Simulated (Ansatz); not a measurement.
TiSe and the effect of the functional

It takes space group P6_3/mmc (No. 194, hexagonal). The conventional cell has a = 3.559 Å, b = 3.559 Å, c = 6.220 Å, α = 90.00°, β = 90.00°, γ = 120.00°. Se (site symmetry -6m2) has 6 Ti at 2.58 Å as nearest neighbours. Ti (site symmetry -3m) is surrounded by 6 Se at 2.58 Å.

Kept alike: task equation of state; k mesh 9 × 9 × 5; occupations fermi-dirac, width 0.05 eV; no spin polarisation. Program: Ansatz, Ansatz PAW. Cutoffs run from 420 to 500 eV. The mesh is that of the run's cell of 4 atoms. No spin-orbit coupling.

| run | volume (Å³/atom) | bulk modulus (GPa) |
| --- | --- | --- |
| A | 16.517 | 132.5 |
| B | 17.582 | 116.5 |
| C | 16.967 | 123.4 |

Volume and modulus come from cells scaled at fixed shape and fractions; off cubic symmetry such a modulus can lie above the relaxed one. All rows use potentials made for PBE.

Task: The runs differ in the functional (and the cutoff that goes with it) alone: LDA; PBEsol; r2SCAN. Which run is which?

Result: Run A is LDA; run B is r2SCAN; run C is PBEsol. The volume runs from 16.517 (LDA) to 17.582 Å³/atom (r2SCAN). The bulk modulus runs from 116.5 (r2SCAN) to 132.5 GPa (LDA).
